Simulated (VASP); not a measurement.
# SnSe2 (P-3m1) in VASP: settings compared, part 2 of 3

VASP 6.6.1. Earlier steps stand in the parts before.

## (3) EvGW0 quasiparticle levels, PBE

Contents of POSCAR:

```
SnSe2
1.0
    3.8110000000      0.0000000000      0.0000000000
   -1.9055000000      3.3004228138      0.0000000000
    0.0000000000      0.0000000000      6.1360000000
Sn Se
1 2
Direct
    0.0000000000      0.0000000000      0.0000000000
    0.6666666667      0.3333333333      0.7510000000
    0.3333333333      0.6666666667      0.2490000000
```

Contents of INCAR.step1:

```
SYSTEM = SnSe2
  PREC = Accurate
  ENCUT = 500
  EDIFF = 1E-8
  ISMEAR = 0
  SIGMA = 0.01
  LREAL = .FALSE.
  LASPH = .TRUE.
  NELM = 80
  ALGO = Fast
  LWAVE = .TRUE.
  LCHARG = .FALSE.
  GGA = PE
  KPAR = 4
```

Contents of INCAR.step2:

```
SYSTEM = SnSe2
  PREC = Accurate
  ENCUT = 500
  EDIFF = 1E-8
  ISMEAR = 0
  SIGMA = 0.01
  LREAL = .FALSE.
  LASPH = .TRUE.
  NELM = 1
  ALGO = Exact
  LWAVE = .TRUE.
  LCHARG = .FALSE.
  GGA = PE
  NBANDS = 335
  LOPTICS = .TRUE.
  ISTART = 1
  KPAR = 4
```

Contents of INCAR.step3:

```
SYSTEM = SnSe2
  PREC = Accurate
  ENCUT = 500
  EDIFF = 1E-8
  ISMEAR = 0
  SIGMA = 0.01
  LREAL = .FALSE.
  LASPH = .TRUE.
  ALGO = EVGW0
  LWAVE = .FALSE.
  LCHARG = .FALSE.
  GGA = PE
  NELMGW = 4
  NBANDS = 335
  ENCUTGW = 150
  NOMEGA = 50
  PRECFOCK = Fast
  ISTART = 1
  NBANDSGW = 21
  KPAR = 4
```

Contents of KPOINTS:

```
Automatic mesh
0
G
  4 4 2
  0 0 0
```

Potentials or basis: VASP PAW PBE potentials, release 64 (Sn_d_GW, Se_GW).

Launch:

```
> cat potpaw_PBE.64/Sn_d_GW/POTCAR potpaw_PBE.64/Se_GW/POTCAR > POTCAR
> cp INCAR.step1 INCAR
> mpirun -np 4 vasp_std > vasp.out
> cp INCAR.step2 INCAR
> mpirun -np 4 vasp_std > vasp.out
> cp INCAR.step3 INCAR
> mpirun -np 4 vasp_std > vasp.out
```

OUTCAR:

```text
SYSTEM = SnSe2
   PREC = Accurate
   ENCUT = 500
   EDIFF = 1E-8
   ISMEAR = 0
   LREAL = .FALSE.
   LASPH = .TRUE.
   GGA = PE
   NELMGW = 4
   ENCUTGW = 150
   PRECFOCK = Fast
   ISTART = 1

 ion  position               nearest neighbor table
   1  0.000  0.000  0.000-   2 2.68   3 2.68   3 2.68   2 2.68   2 2.68   3 2.68
   2  0.667  0.333  0.751-   1 2.68   1 2.68   1 2.68
   3  0.333  0.667  0.249-   1 2.68   1 2.68   1 2.68

  LATTYP: Found a hexagonal cell.
 ALAT       =     3.8110000000
 C/A-ratio  =     1.6100760955

  Lattice vectors:

 A1 = (   3.8110000000,   0.0000000000,   0.0000000000)
 A2 = (  -1.9055000000,   3.3004228138,   0.0000000000)
 A3 = (   0.0000000000,   0.0000000000,   6.1360000000)

Analysis of symmetry for initial positions (statically):
=====================================================================
 Subroutine PRICEL returns:
 Original cell was already a primitive cell.

 Routine SETGRP: Setting up the symmetry group for a
 hexagonal supercell.

 Subroutine GETGRP returns: Found 12 space group operations
 (whereof 12 operations were pure point group operations)
 out of a pool of 24 trial point group operations.

[... 117 lines left out ...]
   IMIX   =      4    mixing-type and parameters
     AMIX     =   0.40;   BMIX     =  1.00
     AMIX_MAG =   1.60;   BMIX_MAG =  1.00
  volume/ion in A,a.u.               =      25.73       173.61
  Fermi-wavevector in a.u.,A,eV,Ry     =   1.139116  2.152617 17.654722  1.297585
  Thomas-Fermi vector in A             =   2.275820
   LORBIT       =      0    0 simple, 1 ext, 2 COOP (PROOUT), +10 PAW based schemes
   GGA     = PE    functional components
   LHFCALC =     T    Hartree Fock is set to
   PRECFOCK=fast      Normal, Fast or Accurate (Low or Medium for compatibility)
   ENCUT4O =  -1.0   cutoff for four orbital integrals eV
   NKREDX  =     1    reduce k-point grid by
   NKREDY  =     1    reduce k-point grid by
   NKREDZ  =     1    reduce k-point grid by
   AEXX    =    1.0000 exact exchange contribution
   HFSCREEN=    0.0000 screening length (either q_TF or 0.3 A-1)
   HFSCREENC=   0.0000 screening length for correlation (either q_TF or 0.3 A-1)
   ENCUTFOCK=  -1.0 apply spherical cutoff to Coloumb kernel
   IVDW    =     0    specifies the selected vdW correction
   LEPSILON=     F    determine dielectric tensor
   LRPA    =     F    only Hartree local field effects (RPA)
   LRPAFORCE           =     F    calculate RPA forces
   ENCUTGW             = 150.0    cutoff for response function in eV
   ENCUTGWSOFT         = 120.0    soft cutoff for Coulomb kernel in GW response function in eV
   ENCUTLF             =  -1.0    cutoff for local field effects
   NELMGW              =     4    number of iterations in solving QP/BSE equation
   NELMHF              =     1    number of iterations in the inner HF iteration
   NKREDLFX            =     1    NKREDLFY  =   1   NKREDLFZ  =   1
 non-spin polarized calculation
 Gauss-broadening in eV      SIGMA  =   0.01
  energy-cutoff  :      500.00
  volume of cell :       77.18
 maximum number of plane-waves:      1977
 NGX is ok and might be reduce to    28
  NGX = 16; NGY = 16; NGZ = 28
   NGX = 13   NGY = 13   NGZ = 23
 maximum number of plane-waves:       336

 QP shifts <psi_nk| G(iteration)W_0 |psi_nk>: iteration 1
 for sc-GW calculations column KS-energies equals QP-energies in previous step
 and V_xc(KS)=  KS-energies - (<T + V_ion + V_H > + <T+V_H+V_ion>^1  + <V_x>^1)

 k-point   1 :       0.0000    0.0000    0.0000
  band No.  KS-energies  QP-energies   sigma(KS)   V_xc(KS)     V^pw_x(r,r')   Z            occupation Imag(sigma)

      1     -17.9462     -20.3949     -20.9785     -17.4858     -27.1605       0.7011       2.0000       0.2647
      2     -17.9462     -20.3949     -20.9785     -17.4858     -27.1605       0.7011       2.0000       0.2647
      3     -17.9142     -20.3254     -20.9279     -17.4602     -27.0255       0.6953       2.0000       0.2033
      4     -17.8963     -20.3253     -20.9641     -17.4927     -27.0633       0.6997       2.0000       0.2047
      5     -17.8963     -20.3253     -20.9641     -17.4927     -27.0633       0.6997       2.0000       0.2047
      6     -10.6477     -10.9800     -12.6016     -12.0968     -19.7570       0.6582       2.0000       1.4119
[... 794 lines left out ...]
     20      11.8255      11.8244      -8.4983      20.3224      -3.5938       0.7691       0.0000      -0.2311
     21      12.6817      12.6807      -9.2169      21.8973      -4.1187       0.7650       0.0000      -0.2733
```

OUTCAR.step2:

```text
SYSTEM = SnSe2
   PREC = Accurate
   ENCUT = 500
   EDIFF = 1E-8
   ISMEAR = 0
[... 768 lines left out ...]
     0.00000    16.40084    16.40084    17.16095    -0.00000     0.00000     0.00000
     1.99300     9.70413     9.70413     6.83508    -0.00000     0.00000     0.00000
     3.98600    -4.11793    -4.11793    17.61020     0.00000     0.00000     0.00000
     5.97900    -6.21092    -6.21092    -7.04602     0.00000    -0.00000     0.00000
     7.97200    -0.96481    -0.96481    -2.97172     0.00000    -0.00000    -0.00000
     9.96500    -2.43965    -2.43965    -2.51834     0.00000    -0.00000     0.00000
[... 92 lines left out ...]
   195.31391     0.98457     0.98457     0.98536     0.00000    -0.00000    -0.00000
   197.30691     0.98491     0.98491     0.98568     0.00000    -0.00000    -0.00000
```

It took 13 min on 4 MPI ranks of Intel Xeon Platinum 8488C (Sapphire Rapids), shared host; peak memory 0.94 GiB.

What came out:

* Band gap on the k mesh, mean-field level: 0.87 eV, indirect (least direct gap 1.08 eV)
* Quasiparticle gap: 1.54 eV
* Least direct quasiparticle gap: 1.87 eV

Quasiparticle gap after each update of the energies (eV): 1.43, 1.52, 1.54, 1.54

Caveat: the k mesh is coarse (spacing up to 0.51 Å⁻¹), so the values aren't converged; bands, screening cutoff and mesh are small and nothing is extrapolated, so the quasiparticle values aren't converged; spin-orbit coupling is left out, which moves the levels of the heavy elements; this functional lacks dispersion, which binds the layers, so the pressure and a relaxed spacing across them are unreliable. A k mesh can miss the band edges.

## (4) Equation of state, PBEsol, 24.80 Å³/atom (a relaxed cell with its volume scaled by 0.96)

Contents of INCAR:

```
SYSTEM = SnSe2
PREC = Accurate
ENCUT = 520
EDIFF = 1E-6
ISMEAR = 0
SIGMA = 0.02
LREAL = .FALSE.
LASPH = .TRUE.
NELM = 80
ALGO = Fast
ISIF = 2
LWAVE = .FALSE.
LCHARG = .FALSE.
GGA = PS
```

Contents of KPOINTS:

```
Automatic mesh
0
G
  8 8 4
  0 0 0
```

Contents of POSCAR:

```
SnSe2                                   
1.0
    3.7674037574     -0.0000000000     -0.0000000000
   -1.8837018787      3.2626673602      0.0000000000
   -0.0000000000      0.0000000000      6.0525326039
  Sn              Se            
     1     2
Direct
     0.0000000000000000    0.0000000000000000    0.0000000000000000
     0.6666666667000030    0.3333333332999970    0.7413036394327203
     0.3333333332999970    0.6666666667000030    0.2586963605672797
```

Potentials or basis: VASP PAW PBE potentials, release 64 (Sn_d, Se).

Launch:

```
> cat potpaw_PBE.64/Sn_d/POTCAR potpaw_PBE.64/Se/POTCAR > POTCAR
> mpirun -np 1 vasp_std > vasp.out
```

OUTCAR:

```text
SYSTEM = SnSe2
   PREC = Accurate
   ENCUT = 520
   EDIFF = 1E-6
   ISMEAR = 0
   LREAL = .FALSE.
   LASPH = .TRUE.
   NELM = 80
   ISIF = 2
   GGA = PS

 ion  position               nearest neighbor table
   1  0.000  0.000  0.000-   2 2.68   3 2.68   3 2.68   2 2.68   2 2.68   3 2.68
   2  0.667  0.333  0.741-   1 2.68   1 2.68   1 2.68
   3  0.333  0.667  0.259-   1 2.68   1 2.68   1 2.68

  LATTYP: Found a hexagonal cell.
 ALAT       =     3.7674037574
 C/A-ratio  =     1.6065526802

  Lattice vectors:

 A1 = (   3.7674037574,   0.0000000000,   0.0000000000)
 A2 = (  -1.8837018787,   3.2626673602,   0.0000000000)
 A3 = (   0.0000000000,   0.0000000000,   6.0525326039)

Analysis of symmetry for initial positions (statically):
=====================================================================
 Subroutine PRICEL returns:
 Original cell was already a primitive cell.

 Routine SETGRP: Setting up the symmetry group for a
 hexagonal supercell.

 Subroutine GETGRP returns: Found 12 space group operations
 (whereof 12 operations were pure point group operations)
 out of a pool of 24 trial point group operations.

The static configuration has the point symmetry D_3d.

Analysis of symmetry for dynamics (positions and initial velocities):
=====================================================================
 Subroutine PRICEL returns:
 Original cell was already a primitive cell.

 Routine SETGRP: Setting up the symmetry group for a
 hexagonal supercell.

 Subroutine GETGRP returns: Found 12 space group operations
 (whereof 12 operations were pure point group operations)
 out of a pool of 24 trial point group operations.

The dynamic configuration has the point symmetry D_3d.

 Subroutine INISYM returns: Found 12 space group operations
 (whereof 12 operations are pure point group operations),
 and found     1 'primitive' translations

[... 114 lines left out ...]
   IMIX   =      4    mixing-type and parameters
     AMIX     =   0.40;   BMIX     =  1.00
     AMIX_MAG =   1.60;   BMIX_MAG =  1.00
  volume/ion in A,a.u.               =      24.80       167.35
  Fermi-wavevector in a.u.,A,eV,Ry     =   1.153140  2.179118 18.092090  1.329731
  Thomas-Fermi vector in A             =   2.289786
   LORBIT       =      0    0 simple, 1 ext, 2 COOP (PROOUT), +10 PAW based schemes
   GGA     = PS    functional components
   LHFCALC =     F    Hartree Fock is set to
   AEXX    =    0.0000 exact exchange contribution
   IVDW    =     0    specifies the selected vdW correction
   LEPSILON=     F    determine dielectric tensor
   LRPA    =     F    only Hartree local field effects (RPA)
 non-spin polarized calculation
 RMM-DIIS sequential band-by-band and
 Gauss-broadening in eV      SIGMA  =   0.02
  energy-cutoff  :      520.00
  volume of cell :       74.40
 maximum number of plane-waves:      2017
   NGX = 13   NGY = 13   NGZ = 23

 number of electron      25.9999997 magnetization

 Free energy of the ion-electron system (eV)
  ---------------------------------------------------
  ext. energy  EPLUGINS =         0.00000000
  ---------------------------------------------------
  free energy    TOTEN  =       -12.95136123 eV

  energy without entropy =      -12.95136123  energy(sigma->0) =      -12.95136123

 E-fermi :   4.6483     XC(G=0):  -9.8540

 val. band max:        4.4864561793   @ k =   0.1250  -0.0000   0.0000
 cond. band min:       5.1886132449   @ k =   0.5000  -0.0000   0.2500
 fundamental gap:      0.7021570656
 Fermi energy:         4.6482634425

 k-point     1 :       0.0000    0.0000    0.0000
  band No.  band energies     occupation
      1     -16.7139      2.00000
      2     -16.7139      2.00000
      3     -16.6699      2.00000
      4     -16.6547      2.00000
      5     -16.6547      2.00000
      6      -9.6683      2.00000
[... 457 lines left out ...]
      4     -16.6502      2.00000
      5     -16.6287      2.00000
      6      -7.9707      2.00000
[... 9 lines left out ...]
     16      10.2639      0.00000
     17      11.0881      0.00000

 [... further k-points ...]

------------------------ aborting loop because EDIFF is reached ----------------------------------------

  FORCE on cell =-STRESS in cart. coord.  units (eV):
  Direction    XX          YY          ZZ          XY          YZ          ZX
  --------------------------------------------------------------------------------------
  -------------------------------------------------------------------------------------
  Total        1.4517113      1.4517113      1.4386354      0.0000000     -0.0000000      0.0000000
  in kB       31.2635826     31.2635826     30.9819846      0.0000000     -0.0000000      0.0000000
  external PRESSURE =      31.1697166 kB  Pullay stress =       0.0000000 kB

 VOLUME and BASIS-vectors are now :
 -----------------------------------------------------------------------------
  energy-cutoff  :      520.00
  volume of cell :       74.40
      direct lattice vectors                 reciprocal lattice vectors
     3.767403757  0.000000000  0.000000000     0.265434783  0.153248844  0.000000000
    -1.883701879  3.262667360  0.000000000     0.000000000  0.306497687  0.000000000
     0.000000000  0.000000000  6.052532604     0.000000000  0.000000000  0.165220093

 POSITION                                       TOTAL-FORCE (eV/Angst)
 -----------------------------------------------------------------------------------
      0.00000      0.00000      0.00000        -0.000000      0.000000      0.000000
      1.88370      1.08756      4.48676         0.000000     -0.000000     -0.374544
     -0.00000      2.17511      1.56577        -0.000000      0.000000      0.374544
 -----------------------------------------------------------------------------------
    total drift:                               -0.000000     -0.000000     -0.000000

  FREE ENERGIE OF THE ION-ELECTRON SYSTEM (eV)
  ---------------------------------------------------
  free  energy   TOTEN  =       -12.9513612286 eV

  energy  without entropy=      -12.9513612286  energy(sigma->0) =      -12.95136123
```

OSZICAR:

```text
N       E                     dE             d eps       ncg     rms          rms(c)
DAV:   1     0.199602277832E+03    0.19960E+03   -0.12538E+04  1190   0.177E+03
DAV:   2     0.861840157764E+01   -0.19098E+03   -0.18755E+03  1255   0.411E+02
DAV:   3    -0.125054689038E+02   -0.21124E+02   -0.20538E+02  1512   0.122E+02
DAV:   4    -0.132056126531E+02   -0.70014E+00   -0.69848E+00  1433   0.232E+01
DAV:   5    -0.132207737492E+02   -0.15161E-01   -0.15157E-01  1805   0.351E+00    0.525E+00
RMM:   6    -0.129816592020E+02    0.23911E+00   -0.35155E-01  1466   0.521E+00    0.320E+00
RMM:   7    -0.129558521513E+02    0.25807E-01   -0.21745E-01  1439   0.265E+00    0.959E-01
RMM:   8    -0.129510890928E+02    0.47631E-02   -0.22134E-02  1557   0.173E+00    0.145E-01
RMM:   9    -0.129512974976E+02   -0.20840E-03   -0.39502E-03  1673   0.572E-01    0.808E-02
RMM:  10    -0.129513371231E+02   -0.39625E-04   -0.90146E-04  1680   0.314E-01    0.414E-02
RMM:  11    -0.129513661622E+02   -0.29039E-04   -0.24564E-04  1729   0.135E-01    0.156E-02
RMM:  12    -0.129513602128E+02    0.59494E-05   -0.62084E-05  1589   0.677E-02    0.844E-03
RMM:  13    -0.129513611011E+02   -0.88828E-06   -0.21594E-05  1613   0.353E-02    0.310E-03
RMM:  14    -0.129513612286E+02   -0.12756E-06   -0.38359E-06  1263   0.172E-02
   1 F= -.12951361E+02 E0= -.12951361E+02  d E =-.991167E-32
```

stdout:

```text
POSCAR found type information on POSCAR SnSe
 POSCAR found :  2 types and       3 ions
 scaLAPACK will be used
 -----------------------------------------------------------------------------
|                                                                             |
|                                                                             |
|     You enforced a specific xc type in the INCAR file but a different       |
|     I HOPE YOU KNOW WHAT YOU ARE DOING!                                     |
|                                                                             |
 -----------------------------------------------------------------------------

 LDA part: xc-table for (Slater+PW92), standard interpolation
 POSCAR, INCAR and KPOINTS ok, starting setup
 FFT: planning ... GRIDC
 FFT: planning ... GRID_SOFT
 FFT: planning ... GRID
 WAVECAR not read
 entering main loop
```

It took 49 s on 1 thread of Intel Xeon Platinum 8259CL at 2.50GHz (Skylake/Cascade Lake), shared host; peak memory 0.21 GiB.

Results:

* Free energy: -12.9514 eV
* Pressure: 3.1 GPa
* Largest force: 0.375 eV/Å
* Band gap on the k mesh: 0.70 eV, indirect (least direct gap 1.13 eV)

Caveat: the PAW data sets were made with another functional, which shifts forces and pressure a little; spin-orbit coupling is left out, which moves the levels of the heavy elements; this functional lacks dispersion, which binds the layers, so the pressure and a relaxed spacing across them are unreliable.

## (5) Equation of state, PBEsol, 25.32 Å³/atom (a relaxed cell with its volume scaled by 0.98)

INCAR is that of step 4.

KPOINTS is that of step 4.

Contents of POSCAR:

```
SnSe2                                   
1.0
    3.7933866734     -0.0000000000     -0.0000000000
   -1.8966933367      3.2851692255      0.0000000000
   -0.0000000000      0.0000000000      6.0942755271
  Sn              Se            
     1     2
Direct
     0.0000000000000000    0.0000000000000000    0.0000000000000000
     0.6666666667000030    0.3333333332999970    0.7413036394327203
     0.3333333332999970    0.6666666667000030    0.2586963605672797
```

Launch:

```
> cat potpaw_PBE.64/Sn_d/POTCAR potpaw_PBE.64/Se/POTCAR > POTCAR
> mpirun -np 1 vasp_std > vasp.out
```

It took 44 s on 1 thread of Intel Xeon Platinum 8259CL at 2.50GHz (Skylake/Cascade Lake), shared host; peak memory 0.2 GiB.

It converged, with:

```
Free energy            : -12.9740 eV
Pressure               : 1.5 GPa
Largest force          : 0.183 eV/Å
Band gap on the k mesh : 0.68 eV, indirect (least direct gap 1.04 eV)
```

Caveat: the PAW data sets were made with another functional, which shifts forces and pressure a little; spin-orbit coupling is left out, which moves the levels of the heavy elements; this functional lacks dispersion, which binds the layers, so the pressure and a relaxed spacing across them are unreliable.

(Part 2 of 3 ends here.)
